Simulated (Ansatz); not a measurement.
Molecular dynamics on a 2×2×2 supercell (16 atoms) of BeTe (F-43m), relaxed with r2SCAN. Forces come from PBE in Ansatz 0.2.0: Langevin thermostat and barostat (NPT), 100 K, steps of 3 fs. Computed, non-magnetic; the trajectory is short and the cell small, so nothing here is a converged average.

```yaml
crystal:
  lattice:
    - [0.0, 5.6572457521, 5.6572457521]
    - [5.6572457521, 0.0, 5.6572457521]
    - [5.6572457521, 5.6572457521, 0.0]
  atoms:
    - { symbol: Be, position: [0.0, 0.0, 0.0] }
    - { symbol: Te, position: [0.125, 0.125, 0.125] }
    - { symbol: Be, position: [0.0, 0.0, 0.5] }
    - { symbol: Te, position: [0.125, 0.125, 0.625] }
    - { symbol: Be, position: [0.0, 0.5, 0.0] }
    - { symbol: Te, position: [0.125, 0.625, 0.125] }
    - { symbol: Be, position: [0.0, 0.5, 0.5] }
    - { symbol: Te, position: [0.125, 0.625, 0.625] }
    - { symbol: Be, position: [0.5, 0.0, 0.0] }
    - { symbol: Te, position: [0.625, 0.125, 0.125] }
    - { symbol: Be, position: [0.5, 0.0, 0.5] }
    - { symbol: Te, position: [0.625, 0.125, 0.625] }
    - { symbol: Be, position: [0.5, 0.5, 0.0] }
    - { symbol: Te, position: [0.625, 0.625, 0.125] }
    - { symbol: Be, position: [0.5, 0.5, 0.5] }
    - { symbol: Te, position: [0.625, 0.625, 0.625] }
kpoints:
  mp_grid: { grid: [2, 2, 2] }
hamiltonian:
  xc: pbe
scf:
  occupations: { method: fermi_dirac, width: 0.02 }
md:
  ensemble: npt_langevin
  temperature: 100
  timestep: 3.0
  n_steps: 40
  initial_velocities: maxwell_boltzmann
  seed: 3636
```

Command: `ansatz run input.yaml --threads 4 --pin off --max-ram 3686MiB --backend cpu --events-out ev --progress --plain --runs-dir out`.

**Question.** What wall time did it need on 4 threads of Arm Neoverse N1 (shared host), and what peak of host memory did it reach?

**Answer.** About 3.7 min, with a peak of 1.3 GiB.

**Question.** How do temperature and energy develop?

**Answer.** The temperature starts at 94 K, is lowest at step 20 (51 K, 60 fs) and ends at 72 K. The thermostat hasn't had time to restore it. The atoms start on their lattice sites with kinetic energy alone, so much of it first passes into potential energy.
```
step  t (fs)  T (K)  free energy F from step 0 (meV/atom)  kinetic energy (meV/atom)  pressure (GPa)  volume (Å³/atom)  largest force (eV/Å)
   0       0     94                                   0.0                       12.1            0.69             22.63                  0.00
   1       3     90                                   0.4                       11.7            0.70             22.63                  0.12
   2       6    102                                   1.5                       13.2            0.72             22.63                  0.26
   3       9     89                                   3.2                       11.5            0.72             22.64                  0.38
   4      12     86                                   5.0                       11.1            0.71             22.65                  0.50
   5      15     75                                   6.3                        9.6            0.69             22.67                  0.57
   6      18     73                                   6.9                        9.5            0.65             22.68                  0.60
   7      21     73                                   7.1                        9.5            0.59             22.71                  0.60
   8      24     71                                   6.9                        9.2            0.51             22.74                  0.58
   9      27     84                                   6.3                       10.9            0.43             22.77                  0.54
  10      30     82                                   5.7                       10.6            0.33             22.80                  0.57
  11      33     89                                   5.1                       11.5            0.24             22.83                  0.58
  12      36     92                                   4.7                       11.9            0.13             22.87                  0.56
  13      39     96                                   4.7                       12.4            0.04             22.90                  0.52
  14      42     92                                   5.0                       11.8           -0.04             22.94                  0.50
  15      45     86                                   5.5                       11.1           -0.11             22.96                  0.51
  16      48     87                                   6.3                       11.2           -0.17             22.99                  0.50
  17      51     72                                   7.6                        9.3           -0.23             23.02                  0.52
  18      54     64                                   9.0                        8.3           -0.28             23.04                  0.56
  19      57     57                                  10.3                        7.4           -0.33             23.07                  0.61
  20      60     51                                  11.2                        6.6           -0.37             23.09                  0.66
  21      63     54                                  11.6                        6.9           -0.41             23.11                  0.67
  22      66     66                                  11.6                        8.5           -0.42             23.11                  0.62
  23      69     70                                  11.5                        9.1           -0.45             23.12                  0.60
  24      72     71                                  11.4                        9.2           -0.48             23.13                  0.62
  25      75     71                                  11.1                        9.2           -0.50             23.14                  0.62
  26      78     76                                  10.9                        9.8           -0.51             23.14                  0.61
  27      81     76                                  10.9                        9.9           -0.51             23.14                  0.70
  28      84     83                                  10.8                       10.7           -0.51             23.14                  0.79
  29      87     79                                  10.8                       10.2           -0.50             23.14                  0.87
  30      90     81                                  10.9                       10.5           -0.47             23.13                  0.92
  31      93     93                                  10.9                       12.0           -0.43             23.12                  0.95
  32      96     88                                  11.0                       11.4           -0.39             23.10                  0.95
  33      99     85                                  11.4                       11.0           -0.34             23.08                  0.93
  34     102     80                                  11.9                       10.3           -0.29             23.06                  0.88
  35     105     80                                  12.4                       10.3           -0.23             23.04                  0.83
  36     108     74                                  13.0                        9.6           -0.17             23.01                  0.83
  37     111     64                                  13.4                        8.3           -0.11             22.98                  0.86
  38     114     60                                  13.6                        7.8           -0.06             22.96                  0.90
  39     117     66                                  13.7                        8.6            0.00             22.94                  0.94
  40     120     72                                  13.4                        9.3            0.05             22.91                  0.94
```

Positions (Å) and forces (eV/Å) at step 40:
```
cell (Å): 0.000 5.681 5.681; 5.681 0.000 5.681; 5.681 5.681 0.000
Be  -0.071   0.049   0.036    -0.198   0.041  -0.425
Te   1.360   1.443   1.375     0.138   0.031   0.403
Be   2.865   2.848   0.070    -0.181  -0.002  -0.417
Te   4.248   4.284   1.419     0.048  -0.126   0.455
Be   2.727   0.006   2.812     0.253  -0.208   0.070
Te   4.208   1.496   4.182    -0.380  -0.778   0.373
Be   5.697   2.705   2.808    -0.038   0.557  -0.383
Te   7.048   4.140   4.224     0.299   0.516   0.182
Be  -0.012   2.859   2.841    -0.305  -0.092  -0.060
Te   1.314   4.297   4.274     0.207  -0.055   0.089
Be   2.814   5.677   2.938     0.197  -0.078  -0.276
Te   4.262   7.107   4.305     0.095  -0.066  -0.025
Be   2.725   2.812   5.625     0.373   0.278   0.140
Te   4.193   4.219   7.104    -0.043   0.237  -0.190
Be   5.699   5.644   5.673    -0.292  -0.344  -0.035
Te   7.135   7.011   7.070    -0.175   0.088   0.098
```
